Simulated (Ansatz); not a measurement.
## Ni: changes ranked by their effect on the pressure

```
CELL_PARAMETERS angstrom
2.44802 0.00000 0.00000
-1.22401 2.12005 0.00000
0.00000 0.00000 4.07281
ATOMIC_POSITIONS crystal
Ni 0.33333 0.66667 0.25000
Ni 0.66667 0.33333 0.75000
```

Atom numbers follow the list: Ni1, Ni2.

Conventional cell: a = 2.448 Å, b = 2.448 Å, c = 4.073 Å, α = 90.00°, β = 90.00°, γ = 120.00°. Around Ni (atom 1) lie 12 Ni at 2.45 to 2.48 Å.

The cell is the one relaxed in the Materials Project (mp-10257), not relaxed further here; entries there can be hypothetical.

Other magnetic orders may lie lower; this is the state that the run reached.

Method: DFT, LDA, all-electron LAPW, scalar-relativistic (Ansatz 0.2.0).

Settings: a Γ-centred 15×15×8 k mesh, Fermi–Dirac smearing of 0.08 eV, basis error target 1 meV/atom, spin-polarised from start moments Ni1 1.5, Ni2 1.5 μB.

In this reference run the pressure is -10.8 GPa (positive in compression). Each change below is made alone, on the same k mesh, with fractional coordinates held unless an atom is moved; x, y and z are the Cartesian axes.

Q: Order the changes by the shift of the pressure, most negative first.
A. atom 1 (Ni) moved by (0.1414, 0.1414, 0.0000) Å
B. volume scaled by 1.03
C. volume scaled by 0.97
D. x and y strained by -4 %, z held

A: B (-5.4 GPa), A (+0.6 GPa), C (+6.5 GPa), D (+20.8 GPa).
